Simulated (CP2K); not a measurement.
Runs of CP2K 2026.2 on Ba. It takes space group Fm-3m (No. 225, cubic). The conventional cell has a = 6.465 Å, b = 6.465 Å, c = 6.465 Å, α = 90.00°, β = 90.00°, γ = 90.00°. This isn't the form of Ba at room conditions, which is bcc.

```tsv
potentials or basis	basis sets	potentials	gap on the mesh (eV)	pressure (GPa)
GTH_POTENTIALS Ba GTH-PBE-q10; TZVP-MOLOPT-SR-GTH basis	Ba TZVP-MOLOPT-SR-GTH-q10	Ba GTH-PBE-q10 of GTH_POTENTIALS	0.19	-0.3
POTENTIAL_UZH Ba GTH-PBE-q10; TZVP-MOLOPT-PBE-GTH basis	Ba TZVP-MOLOPT-PBE-GTH-q10	Ba GTH-PBE-q10 of POTENTIAL_UZH	(a)	-0.3
POTENTIAL_UZH Ba GTH-PBE-q10; DZVP-MOLOPT-PBE-GTH basis	Ba DZVP-MOLOPT-PBE-GTH-q10	Ba GTH-PBE-q10 of POTENTIAL_UZH	0.10	(b)
POTENTIAL_UZH Ba GTH-PBE-q10; ccGRB-D basis	Ba ccGRB-D-q10	Ba GTH-PBE-q10 of POTENTIAL_UZH	0.10	1.4
GTH_POTENTIALS Ba GTH-PBE-q10; DZVP-MOLOPT-SR-GTH basis	Ba DZVP-MOLOPT-SR-GTH-q10	Ba GTH-PBE-q10 of GTH_POTENTIALS	0.18	0.4
```

Alike in all rows: task atomic charges; level PBE; no spin polarisation; cell as given; k mesh 7 × 7 × 7; smearing fermi-dirac 0.05 eV.

Question: Estimate the missing entries.

Answer: (a) none; (b) -0.1.

Caveats: the basis of atomic orbitals isn't converged, which shifts pressures, moduli and gaps; spin-orbit coupling is left out, which moves the levels of the heavy elements (some runs); an odd mesh through Γ misses points on the zone boundary, where band edges often lie (some runs).

A k mesh can miss the band edges, and the runs leave out spin-orbit coupling on Ba.
